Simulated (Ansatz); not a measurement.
## BP under changes of volume

One of the cells (11.682 Å³/atom); the others are scaled copies at fixed shape and fractional positions:

```xyz
2
Lattice="0.0000 2.2690 2.2690 2.2690 0.0000 2.2690 2.2690 2.2690 0.0000" Properties=species:S:1:pos:R:3 pbc="T T T"
P     3.4035    3.4035    3.4035
B     0.0000    0.0000    0.0000
```

| Property | Result |
| --- | --- |
| Program | Ansatz 0.2.0 |
| Functional | r2SCAN |
| Dispersion | D3(BJ) |
| Potentials or basis | Ansatz PAW |
| Cutoff | 500 eV (not typed: the program's choice for these potentials) |
| k mesh | 10 × 10 × 10 |
| Occupations | fermi-dirac, width 0.05 eV |
| Spin | no spin polarisation |

```tsv
volume (Å³/atom)	energy over the lowest point (meV/atom)	pressure (GPa)	gap on the mesh (eV)
10.981	14.81	9.2	1.33
11.214	4.49	5.0	1.36
11.448	0.00	1.2	1.39
11.682	?	?	?
11.915	6.38	-5.4	1.44
12.149	16.33	-8.2	1.47
12.383	30.23	-10.8	1.49
```

Task: What does the run at 11.682 Å³/atom give?

Result: Energy over the lowest point 0.79 meV/atom; pressure -2.2 GPa; gap on the mesh 1.42 eV.

Worked out: A Birch-Murnaghan fit of order 3 (a polynomial in V^(-2/3)) to the other rows has its minimum at 11.53 Å³/atom with B0 = V·E''(V) = 173 GPa and B' = 3.9. It gives 0.80 meV/atom at 11.682 Å³/atom, against the run's 0.79, and -dE/dV = -2.3 GPa, against -2.2. A straight line through the other rows of the gap, of slope 1.34 eV per unit of ln V, gives 1.41 eV, against the run's 1.42.

Energies are extrapolated to zero smearing.

Caveats: the PAW data sets come from PBE, with cores solved anew for the run's functional, which leaves a small shift of forces and pressure; the dispersion damping was fitted for another functional or another form of the correction.

A mesh can miss the band edges.
